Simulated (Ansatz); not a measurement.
Reactions of C3H4S, SMILES `CC#CS`.

Gas-phase electronic energies from Ansatz, PBE0-D4/def2-TZVP geometries. CCSD(T)/CBS adds triple-zeta CCSD(T) − MP2 to the extrapolated MP2 energy (def2 sets, frozen cores). This one scheme is used for every species. Functionals use def2-TZVPP. B3LYP here is the variant with VWN-RPA as its local correlation; programs differ in this. Each species was taken in one conformer, which may not be the lowest.

| reaction | B3LYP-D4 (eV) | CCSD(T)/CBS(def2) (eV) |
| --- | --- | --- |
| `CC#CS` + `FC(F)F` → `CC#CC(F)(F)F` + H₂S | -0.02 | -0.05 |
| `CC#CS` + H₂ → `C#CS` + CH₄ | -0.45 | -0.48 |
| `CC#CS` + `FCS` → `CC(F)S` + `C#CS` | 0.11 | 0.03 |
| `CC#CS` + `CCCCCC` → `CCCCC(C)C` + `C#CS` | 0.22 | 0.12 |

Largest T1 diagnostic: 0.013, for `C#CS`.
